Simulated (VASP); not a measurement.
Set up this calculation in VASP 6.6.1, as the native input.

```
Task                   : relaxation of cell and atoms
Functional             : PBE
Potentials or basis    : VASP PAW PBE potentials, release 64 (Bi_d, Se, Te)
Cutoff                 : 600 eV
k mesh                 : 4 × 4 × 4
Occupations            : gaussian, width 0.03 eV
Spin                   : no spin polarisation
Further INCAR settings : ALGO = Normal; EDIFF = 1e-06; IBRION = 2; EDIFFG = -0.01; NSW = 90; ISIF = 3
```

The structure of Bi6Te7Se2 lies in POSCAR:

```
Bi6Te7Se2
1.0
    6.4952563100     -3.7500379800      0.0000000000
    0.0000000000     -7.5000759500      0.0000000000
    2.1650854400     -1.2500126600    -10.0362685100
Bi Se Te
6 2 7
Direct
    0.0666666700      0.6666666700      0.8000000000
    0.7333333300      0.3333333300      0.8000000000
    0.4000000000      0.0000000000      0.8000000000
    0.2666666700      0.6666666700      0.2000000000
    0.9333333300      0.3333333300      0.2000000000
    0.6000000000      0.0000000000      0.2000000000
    0.6666666700      0.6666666700      0.0000000000
    0.8761666700      0.6666666700      0.3715000000
    0.3333333300      0.3333333300      0.0000000000
    0.0000000000      0.0000000000      0.0000000000
    0.5428333300      0.3333333300      0.3715000000
    0.2095000000      0.0000000000      0.3715000000
    0.4571666700      0.6666666700      0.6285000000
    0.1238333300      0.3333333300      0.6285000000
    0.7905000000      0.0000000000      0.6285000000
```

The cell was built by a generator and needn't be a form met in nature.

These files were run (other wordings do the same):

INCAR

```
PREC = Accurate ; ENCUT = 600
EDIFF = 1E-6 ; ISMEAR = 0
SIGMA = 0.03 ; LREAL = False
LASPH = True ; NELM = 80
ALGO = Normal ; ISIF = 3
LWAVE = False ; LCHARG = False
GGA = PE ; IBRION = 2
NSW = 90 ; EDIFFG = -0.01
KPAR = 4
```

KPOINTS

```
Automatic mesh
0
Gamma
  4 4 4
```

Potentials or basis: VASP PAW PBE potentials, release 64 (Bi_d, Se, Te).

Run with:

```bash
$ cat potpaw_PBE.64/Bi_d/POTCAR potpaw_PBE.64/Se/POTCAR potpaw_PBE.64/Te/POTCAR > POTCAR
$ mpirun -np 4 vasp_std > vasp.out
```

It gave:

The relaxed volume is 35.51 Å³/atom. The relaxed cell is a = 7.598 Å, b = 7.599 Å, c = 10.943 Å, α = 83.42°, β = 76.74°, γ = 60.00° and the space group after relaxing (to 0.05 Å) is Cm (No. 8). The energy gained by relaxing is 28.9 meV/atom, the ionic steps are 31 and the pressure after relaxing is 0.0 GPa. The largest force after relaxing is 0.007 eV/Å and the band gap on the k mesh is 0.50 eV, direct.

Caveat: spin-orbit coupling is left out, which as a rule narrows the gap of such compounds by several tenths of an eV; this functional lacks dispersion, which binds the layers, so the pressure and a relaxed spacing across them are unreliable.

Wall time 110 min on 4 MPI ranks on Intel(R) Xeon(R) 6975P-C (Granite Rapids), on a shared host, peak memory 1.4 GiB a rank.
